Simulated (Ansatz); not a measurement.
Runs of Ansatz 0.2.0 on ZrC. It takes space group P6_3/mmc (No. 194, hexagonal). Conventional cell: a = 3.391 Å, b = 3.391 Å, c = 5.290 Å, α = 90.00°, β = 90.00°, γ = 120.00°. Zr (site symmetry -6m2) has 6 C at 2.36 Å as nearest neighbours. C (site symmetry -3m) is surrounded by 6 Zr at 2.36 Å and 2 C at 2.65 Å. The cell comes from a database or a generator and needn't be the stable form of this composition.

```tsv
task	level	cell	k mesh	cutoff (eV)	share of exact exchange	target pressure (GPa)	mesh quality	gap on the mesh (eV)	pressure (GPa)
single point	r2SCAN0 form with a typed share of exact exchange	as given	5 × 5 × 3	500	0.15	-	coarse	none	-4.1
relaxation of cell and atoms	PBEsol	relaxed to 20 GPa	9 × 9 × 5	420	-	20	not flagged	none	20.0
single point	r2SCAN0 form with a typed share of exact exchange	as given	5 × 5 × 3	500	0.5	-	coarse	none	-8.0
relaxation of cell and atoms	PBEsol	relaxed to 2 GPa	9 × 9 × 5	420	-	2	not flagged	none	2.0
single point	r2SCAN0 form with a typed share of exact exchange	as given	5 × 5 × 3	500	0.1	-	coarse	none	-3.5
single point	r2SCAN0 form with a typed share of exact exchange	as given	5 × 5 × 3	500	0	-	coarse	none	(a)
relaxation of cell and atoms	PBEsol	relaxed to 30 GPa	9 × 9 × 5	420	-	30	not flagged	none	30.0
relaxation of cell and atoms	PBEsol	relaxed to 10 GPa	9 × 9 × 5	420	-	10	not flagged	none	10.0
relaxation of cell and atoms	PBEsol	relaxed to 5 GPa	9 × 9 × 5	420	-	5	not flagged	none	5.0
single point	r2SCAN0	as given	5 × 5 × 3	500	0.25	-	coarse	none	(b)
single point	r2SCAN0 form with a typed share of exact exchange	as given	5 × 5 × 3	500	0.35	-	coarse	none	-6.4
relaxation of cell and atoms	PBEsol	relaxed	9 × 9 × 5	420	-	0	not flagged	none	0.0
```

Alike in all rows: potentials or basis Ansatz PAW; no spin polarisation; smearing fermi-dirac 0.05 eV.

Q: Estimate the missing entries.

A: (a) -2.3; (b) -5.3.

Caveats: some runs use coarse meshes; the PAW data sets come from PBE, with cores solved anew for the run's functional, which leaves a small shift of forces and pressure; the plane-wave basis is chosen anew once the cell has moved, so the energies of steps on either side of that aren't comparable (some runs); the thresholds are loose for stress (some runs).

A k mesh can miss the band edges, and the runs leave out spin-orbit coupling on Zr.

A gap of «none» marks a metal or a gap under the smearing width.
